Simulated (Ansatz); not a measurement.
# SnSe (model cell, started as zinc blende): a soft mode frozen in

Aim: this structure of SnSe (model cell, started as zinc blende) is to be tested for unstable modes, and one is followed downhill.

Main program and level: Ansatz 0.2.0; DFT PBEsol, scalar-relativistic, plane waves, PAW.

The structure was built from a prototype and need not be the compound's stable phase.

## (1) The starting structure

Symmetry: F-43m, No. 216, cubic system. Conventional cell: a = 6.659 Å, b = 6.659 Å, c = 6.659 Å, α = 90.00°, β = 90.00°, γ = 90.00°. Nearest to Sn lie 4 Se at 2.88 Å. Se has 4 Sn at 2.88 Å nearest. Farther neighbours and most contacts between anions are not listed.

## (2) Response at finite wavevector

The cell comes from relaxations at this level that are not shown. Stability and thermal properties need the whole zone. Linear response on a 4×4×4 q mesh gives force constants as far as a supercell of that size would.

Contents of input.yaml:

```yaml
crystal:
  lattice:
    - [0.0, 3.3296317145, 3.3296317145]
    - [3.3296317145, 0.0, 3.3296317145]
    - [3.3296317145, 3.3296317145, 0.0]
  atoms:
    - { symbol: Sn, position: [0.0, 0.0, 0.0] }
    - { symbol: Se, position: [0.25, 0.25, 0.25] }
kpoints:
  mp_grid: { grid: [12, 12, 12] }
hamiltonian:
  xc: pbesol
scf:
  occupations: { method: methfessel_paxton, width: 0.15 }
output:
  eigenvalues: true
phonons:
  method: dfpt
  qmesh: [4, 4, 4]
  temperatures: { t_max: 1000, t_step: 50 }
  qpath:
    path:
      - [[0.0, 0.0, 0.0], [-0.5, -0.5, 0.0], [-0.375, -0.375, 0.25]]
      - [[-0.375, 0.0, 0.375], [0.0, 0.0, 0.0], [0.0, 0.0, 0.5], [-0.5, -0.25, 0.25], [-0.5, -0.5, 0.0]]
    npoints: 10
```

Launch:

```console
$ ansatz run input.yaml --threads 4 --pin off --max-ram 7168MiB --backend cpu --events-out ev --progress --plain --runs-dir out
```

Numbers of over 12 decimals in the logs are rounded to 6 here.

The log of the run:

```text
Warning: phonons: the dynamical matrix that this run interpolates holds no multipole term above the dipole-dipole one, and a site of this crystal is no centre of inversion, so its interpolated transverse optical and acoustic branches and sound speeds can stay off near Gamma, and the density of states and the thermodynamics with them. What a run solves at a wave vector of phonons.qpoints, Gamma apart, where the deck admits one, is free of this, and under fd what a larger phonons.supercell samples
Engine: ansatz 0.2.0, aarch64-unknown-linux-gnu
Pseudopotentials: kind: paw
Pseudopotential: Sn, paw, valence charge 14, recommended cutoff 420 eV (normal), Sn.paw.azcp
Pseudopotential: Se, paw, valence charge 16, recommended cutoff 420 eV (normal), Se.paw.azcp
Functional definition: PBEsol
  exchange = pbesol_x
  correlation = pbesol_c
Crystal: 2 atoms, lattice volume = 73.828 Å³
Basis set: ecut = 420 eV, 1459 PW (Γ), exchange–correlation on 64×64×64 points (8 copies of the dense FFT grid, shifted against one another)
Bands: 19, of which v1, the nominal top of the filled ones, is band 15 counted from 1 (14 counted from 0)
Symmetry: 24 space group operations
k-points: 72 of 1728 (time reversal used)
Non-local potential: Sn, projectors of the file, l = 0: 2, l = 1: 2, l = 2: 2, l = 3: 2
Non-local potential: Se, projectors of the file, l = 0: 2, l = 1: 2, l = 2: 3, l = 3: 1
PAW form: soft (Blöchl's): semilocal exchange-correlation on the pseudo side does not see the compensation charge
PAW frozen core: Sn, regenerated for the run's functional, and the local potential with it (the file was generated under x = pbe(κ = 0.804, μ = 0.219515), c = pbe(β = 0.066725))
PAW frozen core: Se, regenerated for the run's functional, and the local potential with it (the file was generated under x = pbe(κ = 0.804, μ = 0.219515), c = pbe(β = 0.066725))
PAW one-centre angular grid: Sn, 590 points (default); XC on 64 Gauss nodes
PAW one-centre angular grid: Se, 590 points (default); XC on 64 Gauss nodes
Initial density: superposition of atomic densities (neutral atoms: chi_scale 0, normalization atom), corrected by the library's trained network
Initial wavefunctions: pseudopotential atomic-orbital guess
Functional: x = pbesol(κ = 0.804, μ = 0.123457), c = pbesol(β = 0.046)
SCF iter   1: F=—  HF=-11374.195529 eV  |F-HF|=—  |Δ(HF+E_count)|=         —  Δρ=1.48e-3  dr2=1.23e-3  ethr=1.77e-3  ⟨swp⟩=5.5  Hψ=6535  notcnv=0
preconditioner: auto → none  [insulator: Δε(μ)=0.106 eV  Ē_g=8.772 eV  σ=0.150 eV  W_gap=0.56  n_scr=14 (ndim 8)  ℏωp=13.7 eV  f_vac=0.183  D(μ)=0.46/eV (n_scr^D=0)  ε∞_Penn≈3.4]
SCF iter   2: F=—  HF=-11374.194205 eV  |F-HF|=—  |Δ(HF+E_count)|=   1.32e-3  S|Δr|=    0.00e0  Δρ=6.20e-4  dr2=1.89e-4  ethr=4.11e-6  ⟨swp⟩=2.1  Hψ=3050  notcnv=0
SCF iter   3: F=—  HF=-11374.194428 eV  |F-HF|=—  |Δ(HF+E_count)|=   2.23e-4  S|Δr|=    0.00e0  Δρ=2.46e-4  dr2=8.11e-5  ethr=6.30e-7  ⟨swp⟩=2.0  Hψ=2457  notcnv=0
SCF iter   4: F=—  HF=-11374.194442 eV  |F-HF|=—  |Δ(HF+E_count)|=   1.43e-5  S|Δr|=    0.00e0  Δρ=8.32e-5  dr2=7.13e-6  ethr=2.70e-7  ⟨swp⟩=2.0  Hψ=1730  notcnv=0
SCF iter   5: F=—  HF=-11374.194458 eV  |F-HF|=—  |Δ(HF+E_count)|=   1.52e-5  S|Δr|=    0.00e0  Δρ=4.37e-5  dr2=1.57e-6  ethr=2.38e-8  ⟨swp⟩=2.0  Hψ=2097  notcnv=0
SCF iter   6: F=—  HF=-11374.194459 eV  |F-HF|=—  |Δ(HF+E_count)|=   1.68e-6  S|Δr|=    0.00e0  Δρ=6.09e-6  dr2=4.38e-8  ethr=5.22e-9  ⟨swp⟩=2.0  Hψ=2097  notcnv=0
SCF iter   7: F=—  HF=-11374.194459 eV  |F-HF|=—  |Δ(HF+E_count)|=   1.08e-7  S|Δr|=    0.00e0  Δρ=2.28e-6  dr2=2.41e-9  ethr=1.46e-10  ⟨swp⟩=2.2  Hψ=2109  notcnv=0
SCF iter   8: F=—  HF=-11374.194459 eV  |F-HF|=—  |Δ(HF+E_count)|=  4.62e-10  S|Δr|=    0.00e0  Δρ=4.57e-7  dr2=1.37e-10  ethr=8.02e-12  ⟨swp⟩=2.0  Hψ=2097  notcnv=0
SCF iter   9: F=—  HF=-11374.194459 eV  |F-HF|=—  |Δ(HF+E_count)|=  6.18e-11  S|Δr|=    0.00e0  Δρ=1.20e-7  dr2=1.02e-11  ethr=1.00e-12  ⟨swp⟩=2.0  Hψ=1740  notcnv=0
SCF iter  10: F=-11374.194459 eV  HF=-11374.194459 eV  |F-HF|=3.64e-12  |Δ(HF+E_count)|=    0.00e0  S|Δr|=    0.00e0  Δρ=1.22e-8  dr2=5.50e-14  ethr=1.00e-12  ⟨swp⟩=5.9  Hψ=5347  notcnv=0
the search or the solves at the SCF's close seem to have found levels that the self-consistency loop had missed (the run counts 1). By its estimate they hold under 1e-12 electrons; where the run keeps them, the occupations were computed again with them
SCF 1 converged in 10 iterations: F = -11374.194459 eV  dr2 = 5.50e-14
  greatest PAW one-centre occupation: 1.000 electrons in one spin orbital (limit 2), on the Se atom at site 1 (counted from 0), in its partial waves of l = 2
Initial density: read from a saved state, or passed on in memory by an earlier SCF of this step, an earlier step, the calling program or the single point that the run made first
iter 1 solved again at ethr=1.96e-7 eV; its pass at ethr=3.10e-3 eV (dr2=5.88e-5 eV) is discarded
SCF iter   1: F=—  HF=-11374.194460 eV  |F-HF|=—  |Δ(HF+E_count)|=         —  Δρ=5.89e-7  dr2=2.31e-10  ethr=1.96e-7  ⟨swp⟩=3.0  Hψ=9782  notcnv=0
eigensolver tolerance schedule: the retry pair's looser diagonalisation over-reported the residual by 254364.51 of it (diagonalisation noise at an unbounded share of the residual, at the tolerance the schedule requests for it); recorded, not acted on — ethr = c·dr2/N_el stays at c = 1.0e-1
preconditioner: auto → none  [insulator: Δε(μ)=0.106 eV  Ē_g=8.771 eV  σ=0.150 eV  W_gap=0.56  n_scr=14 (ndim 8)  ℏωp=13.7 eV  f_vac=0.186  D(μ)=0.45/eV (n_scr^D=0)  ε∞_Penn≈3.4]
SCF iter   2: F=—  HF=-11374.194459 eV  |F-HF|=—  |Δ(HF+E_count)|=   4.97e-7  S|Δr|=    0.00e0  Δρ=4.12e-7  dr2=2.27e-10  ethr=1.00e-12  ⟨swp⟩=4.0  Hψ=3732  notcnv=0
SCF iter   3: F=—  HF=-11374.194459 eV  |F-HF|=—  |Δ(HF+E_count)|=  6.55e-11  S|Δr|=    0.00e0  Δρ=2.15e-7  dr2=3.33e-11  ethr=1.00e-12  ⟨swp⟩=1.3  Hψ=1392  notcnv=0
SCF iter   4: F=—  HF=-11374.194459 eV  |F-HF|=—  |Δ(HF+E_count)|=  7.28e-12  S|Δr|=    0.00e0  Δρ=1.53e-7  dr2=1.60e-11  ethr=1.00e-12  ⟨swp⟩=1.0  Hψ=1368  notcnv=0
SCF iter   5: F=-11374.194459 eV  HF=-11374.194459 eV  |F-HF|=3.64e-12  |Δ(HF+E_count)|=  3.64e-12  S|Δr|=    0.00e0  Δρ=9.87e-8  dr2=6.48e-12  ethr=1.00e-12  ⟨swp⟩=2.7  Hψ=3339  notcnv=0
SCF 2 converged in 5 iterations: F = -11374.194459 eV  dr2 = 6.48e-12
phonons: the bands overlap, so this run is a metal and interpolates without the dipole-dipole term. If the crystal is really an insulator or semiconductor, its LO-TO splitting is missing
NSCF: frozen V_eff on 72 k-points
WARN: eigensolver did not converge in 3 slots of this pass, the one above among them; of largest residual over every band (k=15): 1 band(s) unlocked (lowest unlocked band 18, counted from 0; max residual 1.12e-4 eV among the unlocked bands, 1.12e-4 eV over every band); of lowest unlocked band (k=15): band 18
NSCF: frozen V_eff on 163 k-points
DFPT response loops at q = (0, 0, 0) (fractional): preconditioner auto → none (partly filled bands, converged f_vac=0.186); β = 0.50; Broyden in place of MSR1
NSCF: frozen V_eff on 1872 k-points
DFPT response loops at q = (0, 0, 0.25) (fractional): mixed as the last ones told, above
NSCF: frozen V_eff on 952 k-points
DFPT response loops at q = (0, 0, -0.5) (fractional): mixed as the last ones told, above
NSCF: frozen V_eff on 1020 k-points
DFPT response loops at q = (0, 0.25, 0.25) (fractional): mixed as the last ones told, above
NSCF: frozen V_eff on 3456 k-points
DFPT response loops at q = (0, 0.25, -0.5) (fractional): mixed as the last ones told, above
NSCF: frozen V_eff on 1872 k-points
DFPT response loops at q = (0, 0.25, -0.25) (fractional): mixed as the last ones told, above
NSCF: frozen V_eff on 560 k-points
DFPT response loops at q = (0, -0.5, -0.5) (fractional): mixed as the last ones told, above
NSCF: frozen V_eff on 1020 k-points
DFPT response loops at q = (0.25, -0.5, -0.25) (fractional): mixed as the last ones told, above
SCF converged after 10 iterations
Stability not checked: this state was not tested for a lower state beside it, because cold or Methfessel-Paxton smearing, or corrected tetrahedra, fill the levels in a way that the test cannot read (fill_not_monotonic; see scf.lower_state_search)
Free energy (F): -11374.194459 eV
Harris-Foulkes:  -11374.194459 eV  (|F-HF|=3.64e-12)
Internal energy: -11374.194713 eV  (E = F + TS)
E sigma→0 (E₀):  -11374.194523 eV
Entropy (-TS):   0.000254 eV (0.127 meV/atom)
Fermi energy:    5.683654 eV
--- Per-component energies (eV) ---
  E_band       = -578.710660
  E_kinetic    = 303.142060
  E_local      = -4095.488406  (includes V_loc(G=0)·N_el)
  E_nonlocal   = -623.913250
  E_hartree    = 2080.942138
  E_xc         = -482.660187
  E_vxc        = -194.536072  (∫ρ·V_xc dr)
  E_paw        = -5928.499988  (= ΣΔE_a)
  E_vpaw       = -129.798696  (= ΣTr[D̂ρ^β])
  E_aug_tail   = -0.000578  (compensation charges beyond the density's cutoff)
  E_ewald      = -2629.009793
  E_core_change = 1.293290  (= ΣΔE_core)
  E_smearing   = 0.000254  (= −TS)
  E_closure    = -0.000000  (closes the sum)
  Σ components = -11374.194459   (vs F -11374.194459, Δ=0.00e0)
--- Band table (eV; the first three rows and the last of 72) ---
  k-point 0: bands = [... 11 lower, 0.4099, 3.3173, 3.3173, 3.3173, 7.1369, 7.1369, 7.1369, 10.3761]
  k-point 1: bands = [... 11 lower, 0.2268, 3.2724, 3.2724, 3.4100, 7.1114, 7.2151, 7.2151, 10.6786]
  k-point 2: bands = [... 11 lower, -0.2112, 3.1580, 3.1580, 3.5580, 7.1946, 7.4109, 7.4109, 11.3503]
  k-point 71: bands = [... 11 lower, -1.8531, 1.7343, 1.8234, 5.7821, 7.3005, 7.7895, 9.5890, 11.0551]
--- Phonons (Γ-DFPT): 2 representative perturbations + reference (Σ response iterations 6) ---
  ASR residual: 1.855e-5 → 0.000e0 eV/Å²; symmetrization residual: 5.360e-6 eV/Å²
  ASR residual per site (eV/Å²): 1.86e-5 9.78e-6
  Γ frequencies (cm⁻¹): 0.00 0.00 0.00 116.60 116.60 116.60
--- Phonons (arbitrary-q DFPT): 8 irreducible q on the 4×4×4 mesh ---
  q = [0.0000, 0.0000, 0.0000] (star 1, of the zone-centre solve; hermiticity 4.52e-6, symmetrization 9.71e-12): -0.00 0.00 0.00 116.60 116.60 116.60
  q = [0.0000, 0.0000, 0.2500] (star 8, 2 solved perturbations on 936 of 1728 k-point pairs; hermiticity 4.60e-6, symmetrization 6.09e-9): -18.78 -18.78 41.87 115.12 115.12 135.16
  q = [0.0000, 0.0000, -0.5000] (star 4, 2 solved perturbations on 476 of 1728 k-point pairs; hermiticity 2.95e-5, symmetrization 5.38e-6): -18.63 -18.63 79.12 113.31 113.31 131.38
  q = [0.0000, 0.2500, 0.2500] (star 6, 4 solved perturbations in 1608 linear systems a pass and spin channel, the states on 510 of 1728 k-point pairs; hermiticity 3.16e-6, symmetrization 1.24e-8): -49.60 -49.60 65.24 98.15 98.15 134.34
  q = [0.0000, 0.2500, -0.5000] (star 24, 4 solved perturbations in 5328 linear systems a pass and spin channel, the states on 1728 of 1728 k-point pairs; hermiticity 6.10e-6, symmetrization 1.59e-8): -37.41 -37.36 88.07 97.27 98.12 128.30
  q = [0.0000, 0.2500, -0.2500] (star 12, 4 solved perturbations in 2892 linear systems a pass and spin channel, the states on 936 of 1728 k-point pairs; hermiticity 3.23e-6, symmetrization 1.15e-6): -44.50 -19.85 71.55 101.40 110.82 125.69
  q = [0.0000, -0.5000, -0.5000] (star 3, 4 solved perturbations in 886 linear systems a pass and spin channel, the states on 280 of 1728 k-point pairs; hermiticity 1.78e-6, symmetrization 1.31e-8): -57.80 -57.80 79.01 79.01 95.37 112.00
  q = [0.2500, -0.5000, -0.2500] (star 6, 4 solved perturbations in 1544 linear systems a pass and spin channel, the states on 510 of 1728 k-point pairs; hermiticity 1.36e-5, symmetrization 2.12e-6): -50.76 -34.97 81.86 90.82 110.12 115.15
  sum rule: each row above includes the acoustic sum rule's correction from the zone centre's row sums; it moved no ω² by more than (0.21 cm⁻¹)²
  mesh force constants: q→R imaginary residual 1.22e-18; ASR residual 1.855e-5 → 0.000e0 eV/Å²; symmetrization residual 2.665e-15 eV/Å²
  interpolated dispersion: 62 rows × 6 modes
  density of states and harmonic sums: on the 16×16×16 q-mesh, interpolated from the force constants of a 4×4×4 supercell (no non-analytic term)
  largest difference from the sums on the solved wave vectors: F 6.92e-3 eV, S 8.75e-6 and C_V 1.83e-6 eV/K
  zero-point energy: 0.025235 eV/cell   skipped modes (ω ≤ 0): 289, of them read as no rigid motion or as one in doubt: 286 (1.994e0 modes/cell left out, lowest -57.80 cm⁻¹)   left out of the sums: 3.32e-1 of the cell's modes: C_V's classical limit lies that fraction below 3 k_B per atom; for a crystal, a wire or a layer, F and S can be off by more, and a phonons.interpolated_qmesh denser along its periods is the remedy for the sampling
```

Wall time 7.6 min (4 threads of Arm Neoverse V2, shared host); peak memory 4.3 GiB.

The column dr2 measures how far the density is from self-consistency, as an energy; F and HF (Harris–Foulkes) agree once it is small.

Numbers from this step:

| Quantity | Value |
| --- | --- |
| volume per atom | 36.91 Å³ |
| gap on the k-mesh | 0 eV |
| sum-rule residual before enforcement | 1.86e-5 eV/Å² |
| lowest frequency on the path | -57.80 cm⁻¹ |
| point group | -43m |
| highest frequency on the path or at a solved wavevector | 136.7 cm⁻¹ |
| highest optical mode at the zone centre (no LO-TO term) | 116.6 cm⁻¹ |
| lowest optical zone-centre mode | 116.6 cm⁻¹ |
| lowest mode on the q mesh (acoustic modes at Γ apart) | -57.8 cm⁻¹ |

Frequencies (cm⁻¹) solved at each irreducible wavevector; negative means imaginary. Frequencies by wavevector, by row:

```csv
q in reciprocal lattice units,star,mode 1,mode 2,mode 3,mode 4,mode 5,mode 6
0 0 0,1,0,0,0,116.6,116.6,116.6
0 0 0.25,8,-18.8,-18.8,41.9,115.1,115.1,135.2
0 0 -0.5,4,-18.6,-18.6,79.1,113.3,113.3,131.4
0 0.25 0.25,6,-49.6,-49.6,65.2,98.2,98.2,134.3
0 0.25 -0.5,24,-37.4,-37.4,88.1,97.3,98.1,128.3
0 0.25 -0.25,12,-44.5,-19.9,71.5,101.4,110.8,125.7
0 -0.5 -0.5,3,-57.8,-57.8,79,79,95.4,112
0.25 -0.5 -0.25,6,-50.8,-35,81.9,90.8,110.1,115.2
```

Interpolated from a 4×4×4 q mesh. Phonon branches along the path, in cm⁻¹:

```
    point  branch 1  branch 2  branch 3  branch 4  branch 5  branch 6
        Γ         0         0         0       117       117       117
  halfway       -50       -50        65        98        98       134
        X       -58       -58        79        79        95       112
  halfway       -54       -50        80        82       100       114
        U       -48       -35        84        92       105       119
jump to K       -48       -35        84        92       105       119
  halfway       -40       -13        53       107       115       129
        Γ         0         0         0       117       117       117
  halfway       -19       -19        42       115       115       135
        L       -19       -19        79       113       113       131
  halfway       -38       -22        89        99       106       127
        W       -51       -35        82        91       110       115
  halfway       -52       -45        81        85       104       115
        X       -58       -58        79        79        95       112
```

The phonon branches as a text plot (rows in cm⁻¹):

```
    133 |   *****               **         **********
    125 |  *     ***       *****  ***    **          ****
    116 |***        *  ****    ********************      *******
    108 |   ***      **  ** *** **                 ****  *****  *
    100 |      *      ***  *****                     ****     **
     92 |       *   **   **                           *******   *
     84 |        ****  ******                      ***  *******
     76 |       *    **      **                 ***            **
     68 |      *               *               *
     60 |                                     *
     52 |    **                 *            *
     44 |   *                    *          *
     35 |                         **       *
     27 |  *
     19 | *                         *     *
     11 |                            *   *
      3 |*                        *******
     -5 |                        *      *
    -13 | *                     *    *   ***
    -21 |  *                ****    *       ************
    -29 |   *              *      **                **  *
    -38 |                **     **                    *  *****
    -46 |    ***        ********                       **     *
    -54 |       *********                                ********
         Γ           X  U|K            Γ         L        W     X
```

Symmetry leaves 8 wavevectors to solve. The lowest mode among them, the acoustic zeros apart, lies at q = (0, -0.5, -0.5) and is imaginary, 57.8i cm⁻¹, so the energy falls along it.

## (3) The mode frozen in, largest atomic shift 0 Å

The mode followed lies at q = (0, -0.5, -0.5) with frequency 57.8i cm⁻¹ and is 2-fold degenerate, the softest among the wavevectors solved. At small amplitude the distorted cell has space group no. 20 by a symmetry search on the positions. The undistorted cell that holds it gives the zero of energy on the same k mesh.

System of this step: SnSe (model cell, started as zinc blende). Symmetry: F-43m, No. 216, cubic system. The conventional cell has a = 6.659 Å, b = 6.659 Å, c = 6.659 Å, α = 90.00°, β = 90.00°, γ = 90.00°. Nearest to Sn lie 4 Se at 2.88 Å. Nearest to Se lie 4 Sn at 2.88 Å. Farther neighbours and most contacts between anions are not listed.

Contents of input.yaml:

```yaml
crystal:
  lattice:
    - [0.0, -3.3296317145, -3.3296317145]
    - [0.0, 3.3296317145, -3.3296317145]
    - [6.6592634289, 0.0, 0.0]
  atoms:
    - { symbol: Sn, position: [0.5, 0.5, 0.5] }
    - { symbol: Sn, position: [0.0, 0.0, 0.0] }
    - { symbol: Se, position: [0.0, 0.5, 0.75] }
    - { symbol: Se, position: [0.5, 0.0, 0.25] }
kpoints:
  mp_grid: { grid: [8, 8, 6] }
hamiltonian:
  xc: pbesol
scf:
  occupations: { method: methfessel_paxton, width: 0.15 }
output:
  forces: true
  stress: true
  eigenvalues: true
```

The log of the run:

```text
[...]
Crystal: 4 atoms, lattice volume = 147.655 Å³
Basis set: ecut = 420 eV, 2887 PW (Γ), exchange–correlation on 64×64×90 points (8 copies of the dense FFT grid, shifted against one another)
Bands: 36, of which v1, the nominal top of the filled ones, is band 30 counted from 1 (29 counted from 0)
Symmetry: 16 space group operations
[...]
k-points: 60 of 384 (time reversal used)
[...]
k-point 0: bands = [... 26 lower, 3.3146, 3.3146, 3.3147, 5.0402, 5.5790, 7.1362, 7.1362, 7.1365, ... 2 higher]
  k-point 1: bands = [... 26 lower, 3.1920, 3.1920, 3.5687, 5.0296, 5.6351, 6.9109, 7.3352, 7.3352, ... 2 higher]
  k-point 2: bands = [... 26 lower, 2.9009, 2.9009, 4.1178, 4.9449, 5.7871, 6.4632, 7.8513, 7.8513, ... 2 higher]
  k-point 59: bands = [... 26 lower, 1.8214, 1.8214, 5.7796, 5.7796, 7.2998, 7.2998, 7.7875, 7.7875, ... 2 higher]
[key lines of the parts left out:]
SCF converged after 8 iterations
Free energy (F): -22748.391357 eV
Fermi energy:    5.670398 eV
P = ⅓ Tr σ = -0.0334 GPa (-0.334 kbar)
```

The job ended after 5.8 s (4 threads; peak memory 0.54 GiB).

Numbers from this step:

```
pressure                         : -0.03339 GPa
energy from the undistorted cell : 0 meV/atom
```

The run ends at a pressure of -0.03 GPa.

(Continued in part 2 of 3.)

[Logs are printed without paths, hosts, clocks, repeated set-up lines and the standing remarks that a program may print on its own settings, such as how far it seeks lower states.]

[Hosts, paths, dates, database ids (printed as entryN), source tags and the programs' standing remarks are cut or masked in the printed files.]
